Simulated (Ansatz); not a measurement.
The system is Al.

```
Al
1.0
     0.00000    2.02481    2.02481
     2.02481    0.00000    2.02481
     2.02481    2.02481    0.00000
Al
1
Direct
  0.00000 0.00000 0.00000
```

- Program: Ansatz 0.2.0
- Task: relaxation of cell and atoms
- Functional: PBEsol0
- Potentials or basis: Ansatz PAW
- Cutoff: 420 eV (not typed: the program's choice for these potentials)
- k mesh: 6 × 6 × 6
- Occupations: fermi-dirac, width 0.05 eV
- Spin: no spin polarisation

At the start: volume 16.60 Å³/atom.

Problem. Where does the relaxation end?

Solution. It ends after 4 steps and the volume is 16.19 Å³/atom (-2.5 %); space group Fm-3m (No. 225, to 0.05 Å).

The path:
```tsv
step	energy change (eV)	largest force (eV/Å)	volume (Å³)
1	0.0000	0.0000	16.60
2	-0.0029	0.0000	16.09
3	-0.0030	0.0000	16.19
4	-0.0029	0.0000	16.19
```

Final structure:
```cif
data_structure
_symmetry_space_group_name_H-M 'P 1'
_symmetry_Int_Tables_number 1
_cell_length_a 2.8394
_cell_length_b 2.8394
_cell_length_c 2.8394
_cell_angle_alpha 60.000
_cell_angle_beta 60.000
_cell_angle_gamma 60.000
_cell_volume 16.19
loop_
_atom_site_label
_atom_site_type_symbol
_atom_site_fract_x
_atom_site_fract_y
_atom_site_fract_z
_atom_site_occupancy
Al1 Al 0.00000 0.00000 0.00000 1
```

Caveat: the k mesh is coarse (spacing up to 0.45 Å⁻¹), so the values aren't converged, least of all with exact exchange; the plane-wave basis is chosen anew once the cell has moved, so the energies of steps on either side of that aren't comparable; the PAW data sets come from PBE, with cores solved anew for the run's functional, which leaves a small shift of forces and pressure.
